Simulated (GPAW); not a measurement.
Here is a GPAW 26.7.0 calculation.

The input run.py:

```python
import spglib
from ase import Atoms
from ase.dft.bandgap import bandgap
from ase.io import read, write
from gpaw import GPAW, PW

atoms = read('SrO.cif')
cell, positions, numbers = spglib.find_primitive(
    (atoms.cell[:], atoms.get_scaled_positions(), atoms.numbers), symprec=1e-4)
atoms = Atoms(numbers, cell=cell, scaled_positions=positions, pbc=True)

calc = GPAW(mode=PW(600),
            xc='GLLBSC',
            kpts={'size': (7, 7, 7), 'gamma': True},
            occupations={'name': 'fermi-dirac', 'width': 0.05},
            nbands=16,
            maxiter=120,
            txt='gpaw.txt')
atoms.calc = calc
energy = atoms.get_potential_energy()
calc.write('gs.gpw')
write('result.traj', atoms)
print('Fermi level:', round(calc.get_fermi_level(), 4), 'eV')
print(f'Gap: {bandgap(calc)[0]:.4f} eV, direct: {bandgap(calc, direct=True)[0]:.4f} eV')
```

Contents of SrO.cif:

```cif
data_SrO
_cell_length_a 5.13260000
_cell_length_b 5.13260000
_cell_length_c 5.13260000
_cell_angle_alpha 90.00000000
_cell_angle_beta 90.00000000
_cell_angle_gamma 90.00000000
_space_group_name_H-M_alt 'Fm-3m'
_space_group_name_Hall '-F 4 2 3'
_space_group_IT_number 225
loop_
_space_group_symop_operation_xyz
'x,y,z'
'-x,-y,-z'
'-y,x,z'
'y,-x,-z'
'-x,-y,z'
'x,y,-z'
'y,-x,z'
'-y,x,-z'
'x,-y,-z'
'-x,y,z'
'-y,-x,-z'
'y,x,z'
'-x,y,-z'
'x,-y,z'
'y,x,-z'
'-y,-x,z'
'z,x,y'
'-z,-x,-y'
'z,-y,x'
'-z,y,-x'
'z,-x,-y'
'-z,x,y'
'z,y,-x'
'-z,-y,x'
'-z,x,-y'
'z,-x,y'
'-z,-y,-x'
'z,y,x'
'-z,-x,y'
'z,x,-y'
'-z,y,x'
'z,-y,-x'
'y,z,x'
'-y,-z,-x'
'x,z,-y'
'-x,-z,y'
'-y,z,-x'
'y,-z,x'
'-x,z,y'
'x,-z,-y'
'-y,-z,x'
'y,z,-x'
'-x,-z,-y'
'x,z,y'
'y,-z,-x'
'-y,z,x'
'x,-z,y'
'-x,z,-y'
'x,y+1/2,z+1/2'
'-x,-y+1/2,-z+1/2'
'-y,x+1/2,z+1/2'
'y,-x+1/2,-z+1/2'
'-x,-y+1/2,z+1/2'
'x,y+1/2,-z+1/2'
'y,-x+1/2,z+1/2'
'-y,x+1/2,-z+1/2'
'x,-y+1/2,-z+1/2'
'-x,y+1/2,z+1/2'
'-y,-x+1/2,-z+1/2'
'y,x+1/2,z+1/2'
'-x,y+1/2,-z+1/2'
[... 41 lines left out ...]
'y+1/2,-x,z+1/2'
'-y+1/2,x,-z+1/2'
'x+1/2,-y,-z+1/2'
'-x+1/2,y,z+1/2'
'-y+1/2,-x,-z+1/2'
'y+1/2,x,z+1/2'
'-x+1/2,y,-z+1/2'
'x+1/2,-y,z+1/2'
'y+1/2,x,-z+1/2'
'-y+1/2,-x,z+1/2'
'z+1/2,x,y+1/2'
'-z+1/2,-x,-y+1/2'
'z+1/2,-y,x+1/2'
'-z+1/2,y,-x+1/2'
'z+1/2,-x,-y+1/2'
'-z+1/2,x,y+1/2'
'z+1/2,y,-x+1/2'
'-z+1/2,-y,x+1/2'
'-z+1/2,x,-y+1/2'
'z+1/2,-x,y+1/2'
'-z+1/2,-y,-x+1/2'
'z+1/2,y,x+1/2'
'-z+1/2,-x,y+1/2'
'z+1/2,x,-y+1/2'
'-z+1/2,y,x+1/2'
'z+1/2,-y,-x+1/2'
'y+1/2,z,x+1/2'
'-y+1/2,-z,-x+1/2'
'x+1/2,z,-y+1/2'
'-x+1/2,-z,y+1/2'
'-y+1/2,z,-x+1/2'
'y+1/2,-z,x+1/2'
'-x+1/2,z,y+1/2'
'x+1/2,-z,-y+1/2'
'-y+1/2,-z,x+1/2'
'y+1/2,z,-x+1/2'
'-x+1/2,-z,-y+1/2'
'x+1/2,z,y+1/2'
'y+1/2,-z,-x+1/2'
'-y+1/2,z,x+1/2'
'x+1/2,-z,y+1/2'
'-x+1/2,z,-y+1/2'
'x+1/2,y+1/2,z'
'-x+1/2,-y+1/2,-z'
'-y+1/2,x+1/2,z'
'y+1/2,-x+1/2,-z'
'-x+1/2,-y+1/2,z'
'x+1/2,y+1/2,-z'
'y+1/2,-x+1/2,z'
'-y+1/2,x+1/2,-z'
'x+1/2,-y+1/2,-z'
'-x+1/2,y+1/2,z'
'-y+1/2,-x+1/2,-z'
'y+1/2,x+1/2,z'
'-x+1/2,y+1/2,-z'
'x+1/2,-y+1/2,z'
'y+1/2,x+1/2,-z'
'-y+1/2,-x+1/2,z'
'z+1/2,x+1/2,y'
'-z+1/2,-x+1/2,-y'
'z+1/2,-y+1/2,x'
'-z+1/2,y+1/2,-x'
'z+1/2,-x+1/2,-y'
'-z+1/2,x+1/2,y'
'z+1/2,y+1/2,-x'
'-z+1/2,-y+1/2,x'
'-z+1/2,x+1/2,-y'
'z+1/2,-x+1/2,y'
'-z+1/2,-y+1/2,-x'
'z+1/2,y+1/2,x'
'-z+1/2,-x+1/2,y'
'z+1/2,x+1/2,-y'
'-z+1/2,y+1/2,x'
'z+1/2,-y+1/2,-x'
'y+1/2,z+1/2,x'
'-y+1/2,-z+1/2,-x'
'x+1/2,z+1/2,-y'
'-x+1/2,-z+1/2,y'
'-y+1/2,z+1/2,-x'
'y+1/2,-z+1/2,x'
'-x+1/2,z+1/2,y'
'x+1/2,-z+1/2,-y'
'-y+1/2,-z+1/2,x'
'y+1/2,z+1/2,-x'
'-x+1/2,-z+1/2,-y'
'x+1/2,z+1/2,y'
'y+1/2,-z+1/2,-x'
'-y+1/2,z+1/2,x'
'x+1/2,-z+1/2,y'
'-x+1/2,z+1/2,-y'
loop_
_atom_site_label
_atom_site_type_symbol
_atom_site_symmetry_multiplicity
_atom_site_Wyckoff_symbol
_atom_site_fract_x
_atom_site_fract_y
_atom_site_fract_z
_atom_site_occupancy
Sr1 Sr 4 b 0.5000000000 0.0000000000 0.0000000000 1
O1 O 4 a 0.0000000000 0.0000000000 0.0000000000 1
```

Potentials or basis: the program's PAW data sets (release 1.2.1) made for this functional, pw.

Run with:

```console
$ OMP_NUM_THREADS=1 python run.py
```

Question: Estimate the band gap on the k mesh, Kohn-Sham part alone.

Answer: 5.09 eV, indirect (least direct gap 5.11 eV).

Caveat: a model potential gives levels but no total energy; an odd mesh through Γ misses points on the zone boundary, where band edges often lie.
